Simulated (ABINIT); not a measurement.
Al:

```xyz
1
Lattice="0.0000 2.0248 2.0248 2.0248 0.0000 2.0248 2.0248 2.0248 0.0000" Properties=species:S:1:pos:R:3 pbc="T T T"
Al    0.0000    0.0000    0.0000
```

```yaml
Program: ABINIT 10.8.3 (patched build)
Task: relaxation of cell and atoms
Functional: PBEsol
Potentials_or_basis: PseudoDojo NC SR PBEsol v0.4.1 standard
Cutoff: 435 eV
k_mesh: 8 × 8 × 8
Occupations: fermi-dirac, width 0.05 eV
Spin: no spin polarisation
```

At the start: pressure -2.0 GPa; volume 16.60 Å³/atom.

**Question.** How do energy, volume and symmetry change on relaxing?

**Answer.** Over 4 steps the energy falls by 2.5 meV/atom and the volume is 16.21 Å³/atom (-2.4 %); space group Fm-3m (No. 225, to 0.05 Å).

The path:
```csv
step,energy change (eV),largest force (eV/Å),pressure (GPa),volume (Å³)
1,0.0000,0.0000,-1.96,16.60
2,-0.0011,0.0000,-1.50,16.50
3,-0.0025,0.0000,0.10,16.19
4,-0.0025,0.0000,0.00,16.21
```

Final structure:
```xyz
1
Lattice="0.0000 2.0088 2.0088 2.0088 0.0000 2.0088 2.0088 2.0088 0.0000" Properties=species:S:1:pos:R:3 pbc="T T T"
Al    0.0000    0.0000    0.0000
```

The cell as given is a measured one (16.60 Å³/atom); PBEsol puts the equilibrium volume -2.4 % from it, thermal expansion not counted.
